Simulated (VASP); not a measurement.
# TiTe2 in VASP: a series of runs, part 2 of 2

VASP 6.6.1.

### Step 4. Single point, PBE

This run uses another cell than the first one, of 40.89 Å³/atom, 0.833 times its volume.

Input file INCAR:

```
PREC = Accurate
ENCUT = 460
EDIFF = 1E-7
ISMEAR = 0
SIGMA = 0.05
LREAL = F
LASPH = T
NELM = 120
ALGO = Normal
ISIF = 2
LWAVE = F
LCHARG = F
LDIPOL = T
IDIPOL = 3
DIPOL = 0.5 0.5 0.500
GGA = PE
NBANDS = 68
LVHAR = T
LVACPOTAV = T
```

Input file KPOINTS:

```
regular mesh
0
Gamma
  5 3 1
```

Input file POSCAR:

```
TiTe2
1.0
    3.7770008876      0.0000000000      0.0000000000
    0.0000000000      6.4980000000      0.0000000000
    0.0000000000      0.0000000000     19.9935886353
Te Ti
8 4
Direct
    0.0000000000      0.7372000000      0.2000641342
    0.0000000000      0.2628000000      0.3091317218
    0.5000000000      0.7372000000      0.3636655156
    0.4999999999      0.2628000000      0.4727331031
    0.0000000000      0.7372000000      0.5272668969
    0.0000000000      0.2628000000      0.6363344844
    0.5000000000      0.7372000000      0.6908682782
    0.4999999999      0.2628000000      0.7999358658
    0.5000000000      0.0000000000      0.2545979280
    0.0000000000      0.0000000000      0.4181993093
    0.5000000000      0.0000000000      0.5818006907
    0.0000000000      0.0000000000      0.7454020720
```

Potentials or basis: VASP PAW PBE potentials, release 64 (Te, Ti_sv).

On the command line:

```bash
> cat potpaw_PBE.64/Te/POTCAR potpaw_PBE.64/Ti_sv/POTCAR > POTCAR
> mpirun -np 1 vasp_std > vasp.out
```

OUTCAR:

```text
PREC = Accurate
   ENCUT = 460
   EDIFF = 1E-7
   ISMEAR = 0
   LREAL = F
   LASPH = T
   NELM = 120
   ISIF = 2
   GGA = PE

 Found      6 irreducible k-points:

 Following reciprocal coordinates:
            Coordinates               Weight
  0.000000  0.000000  0.000000      1.000000
  0.200000  0.000000  0.000000      2.000000
  0.400000  0.000000  0.000000      2.000000
  0.000000  0.333333  0.000000      2.000000
  0.200000  0.333333  0.000000      4.000000
  0.400000  0.333333  0.000000      4.000000
   k-points           NKPTS =      6   k-points in BZ     NKDIM =      6   number of bands    NBANDS=     68
   number of dos      NEDOS =    301   number of ions     NIONS =     12
   total plane-waves  NPLWV = 188160
   dimension x,y,z NGX =    28 NGY =   48 NGZ =  140
   dimension x,y,z NGXF=    56 NGYF=   96 NGZF=  280
   ions per type =               8   4
   NGX,Y,Z   is equivalent  to a cutoff of  12.32, 12.28, 11.64 a.u.
   NGXF,Y,Z  is equivalent  to a cutoff of  24.65, 24.56, 23.28 a.u.
[... 75 lines left out ...]
      5     -31.1631      2.00000
      6     -31.1631      2.00000
[... 367 lines left out ...]
     59       4.1626      0.00000
     60       4.2612      0.00000
 [bands above 60 left out]

------------------------ aborting loop because EDIFF is reached ----------------------------------------

  FORCE on cell =-STRESS in cart. coord.  units (eV):
  Direction    XX          YY          ZZ          XY          YZ          ZX
  --------------------------------------------------------------------------------------
  -------------------------------------------------------------------------------------
  Total       -3.8429620     -0.6085126     -0.1772698      0.0000000      0.0024241      0.0000000
  in kB      -12.5475555     -1.9868388     -0.5787989      0.0000000      0.0079150      0.0000000
  external PRESSURE =      -5.0377311 kB  Pullay stress =       0.0000000 kB

 VOLUME and BASIS-vectors are now :
 -----------------------------------------------------------------------------
  energy-cutoff  :      460.00
  volume of cell :      490.70
      direct lattice vectors                 reciprocal lattice vectors
     3.777000888  0.000000000  0.000000000     0.264760330  0.000000000  0.000000000
     0.000000000  6.498000000  0.000000000     0.000000000  0.153893506  0.000000000
     0.000000000  0.000000000 19.993588635     0.000000000  0.000000000  0.050016034

 POSITION                                       TOTAL-FORCE (eV/Angst)
 -----------------------------------------------------------------------------------
      0.00000      4.79033      4.00000         0.000000      0.759875     -0.096974
      0.00000      1.70767      6.18065         0.000000      0.167862     -0.435378
      1.88850      4.79033      7.27098         0.000000      0.193156     -0.298209
      1.88850      1.70767      9.45163         0.000000      0.016266      0.108452
      0.00000      4.79033     10.54196         0.000000     -0.016266     -0.108452
      0.00000      1.70767     12.72261         0.000000     -0.193156      0.298209
      1.88850      4.79033     13.81294         0.000000     -0.167862      0.435378
      1.88850      1.70767     15.99359         0.000000     -0.759875      0.096974
      1.88850      0.00000      5.09033         0.000000     -1.161842      0.520618
      0.00000      0.00000      8.36130         0.000000     -0.021790      0.287537
      1.88850      0.00000     11.63228         0.000000      0.021790     -0.287537
      0.00000      0.00000     14.90326         0.000000      1.161842     -0.520618
 -----------------------------------------------------------------------------------
    total drift:                                0.000000     -0.000000      0.000000

  FREE ENERGIE OF THE ION-ELECTRON SYSTEM (eV)
  ---------------------------------------------------
  free  energy   TOTEN  =       -63.0116027692 eV

  energy  without entropy=      -63.0000711815  energy(sigma->0) =      -63.00583698
```

OSZICAR:

```text
N       E                     dE             d eps       ncg     rms          rms(c)
DAV:   1     0.857348125423E+03    0.85735E+03   -0.39295E+04   944   0.115E+03
DAV:   2     0.486161311761E+02   -0.80873E+03   -0.77101E+03   932   0.323E+02
DAV:   3    -0.572179687573E+02   -0.10583E+03   -0.10302E+03  1176   0.109E+02
[... 17 lines left out ...]
DAV:  21    -0.630115995521E+02    0.80394E-06   -0.26706E-06  1048   0.780E-03    0.254E-02
DAV:  22    -0.630116014405E+02   -0.18884E-05   -0.35255E-06  1000   0.879E-03    0.101E-02
DAV:  23    -0.630116019269E+02   -0.48640E-06   -0.33354E-07   772   0.326E-03    0.810E-03
DAV:  24    -0.630116026712E+02   -0.74428E-06   -0.25226E-07   740   0.208E-03    0.956E-03
DAV:  25    -0.630116027692E+02   -0.97998E-07   -0.18045E-07   704   0.205E-03
   1 F= -.63011603E+02 E0= -.63005837E+02  d E =-.115316E-01
```

stdout:

```text
POSCAR found type information on POSCAR TeTi
 POSCAR found :  2 types and      12 ions
 scaLAPACK will be used
 LDA part: xc-table for (Slater+PW92), standard interpolation
 POSCAR, INCAR and KPOINTS ok, starting setup
 FFT: planning ... GRIDC
[... 28 lines left out ...]
|                                                                             |
|     Did not find any points to average over, which means that no vacuum     |
|     field-free region was found. Please increase the size of  your cell     |
|     in the dimension of the dipole correction to obtain accurate            |
|     workfunction values.                                                    |
|                                                                             |
 -----------------------------------------------------------------------------
```

Wall time 4 min (1 thread of Intel Xeon Platinum 8488C (Sapphire Rapids), shared host); peak memory 0.48 GiB.

The run converged, but some of its settings lie outside the range that counts as converged, so its numbers aren't taken as properties of the slab.

What came out:

- Free energy: -63.0116 eV
- Largest force: 1.273 eV/Å
- Band gap on the k mesh: none (metal or under the smearing width)

### Step 5. Single point, PBE

This run uses another cell than the first one, of 36.80 Å³/atom, 0.750 times its volume.

INCAR: that of step 4 with these lines changed.

```diff
@@ -12,5 +12,2 @@
 LCHARG = F
-LDIPOL = T
-IDIPOL = 3
-DIPOL = 0.5 0.5 0.500
 GGA = PE
@@ -19 +16,2 @@
 LVACPOTAV = T
+IDIPOL = 3
```

Input file KPOINTS:

```
regular mesh
0
Gamma
  6 4 1
```

Input file POSCAR:

```
TiTe2
1.0
    3.7770008876      0.0000000000      0.0000000000
    0.0000000000      6.4980000000      0.0000000000
    0.0000000000      0.0000000000     17.9935886353
Te Ti
8 4
Direct
    0.0000000000      0.7372000000      0.1667260523
    0.0000000000      0.2628000000      0.2879165787
    0.5000000000      0.7372000000      0.3485118420
    0.4999999999      0.2628000000      0.4697023684
    0.0000000000      0.7372000000      0.5302976316
    0.0000000000      0.2628000000      0.6514881580
    0.5000000000      0.7372000000      0.7120834213
    0.4999999999      0.2628000000      0.8332739477
    0.5000000000      0.0000000000      0.2273213155
    0.0000000000      0.0000000000      0.4091071052
    0.5000000000      0.0000000000      0.5908928948
    0.0000000000      0.0000000000      0.7726786845
```

On the command line:

```bash
> cat potpaw_PBE.64/Te/POTCAR potpaw_PBE.64/Ti_sv/POTCAR > POTCAR
> mpirun -np 1 vasp_std > vasp.out
```

Run time: 5.9 min. Hardware: 1 thread of Intel Xeon Platinum 8488C (Sapphire Rapids), shared host; peak memory 0.55 GiB.

These settings aren't checked as converged: the numbers below hold their error.

Results:

```yaml
Free_energy: -63.0412 eV
Largest_force: 1.282 eV/Å
Band_gap_on_the_k_mesh: none (metal or under the smearing width)
```

### Step 6. Single point, PBE

Input file INCAR:

```
PREC = Accurate
ENCUT = 340
EDIFF = 1E-7
ISMEAR = 0
SIGMA = 0.05
LREAL = F
LASPH = T
NELM = 120
ALGO = Normal
ISIF = 2
LWAVE = F
LCHARG = F
LDIPOL = T
IDIPOL = 3
DIPOL = 0.5 0.5 0.500
GGA = PE
NBANDS = 68
LVHAR = T
LVACPOTAV = T
```

KPOINTS is that of step 5.

Input file POSCAR:

```
TiTe2
1.0
    3.7770008876      0.0000000000      0.0000000000
    0.0000000000      6.4980000000      0.0000000000
    0.0000000000      0.0000000000     23.9935886353
Te Ti
8 4
Direct
    0.0000000000      0.7372000000      0.2500668029
    0.0000000000      0.2628000000      0.3409516018
    0.5000000000      0.7372000000      0.3863940013
    0.4999999999      0.2628000000      0.4772788003
    0.0000000000      0.7372000000      0.5227211997
    0.0000000000      0.2628000000      0.6136059987
    0.5000000000      0.7372000000      0.6590483982
    0.4999999999      0.2628000000      0.7499331971
    0.5000000000      0.0000000000      0.2955092024
    0.0000000000      0.0000000000      0.4318364008
    0.5000000000      0.0000000000      0.5681635992
    0.0000000000      0.0000000000      0.7044907976
```

Potentials or basis: VASP PAW PBE potentials, release 64 (Te, Ti_sv).

On the command line:

```bash
> cat potpaw_PBE.64/Te/POTCAR potpaw_PBE.64/Ti_sv/POTCAR > POTCAR
> mpirun -np 1 vasp_std > vasp.out
```

Wall time 5.5 min (1 thread of Intel Xeon Platinum 8488C (Sapphire Rapids), shared host); peak memory 0.47 GiB.

The run converged, but some of its settings lie outside the range that counts as converged, so its numbers aren't taken as properties of the slab.

What came out:

| Property | Result |
| --- | --- |
| Free energy | -63.0216 eV |
| Largest force | 1.278 eV/Å |
| Band gap on the k mesh | none (metal or under the smearing width) |
| Work function of the upper face | 4.89 eV |
| Work function of the lower face | 4.89 eV |

Caveat: the cutoff is under 1.25 times the usual one of these potentials, so pressure, stress and relaxed cells hold a basis-set (Pulay) error.
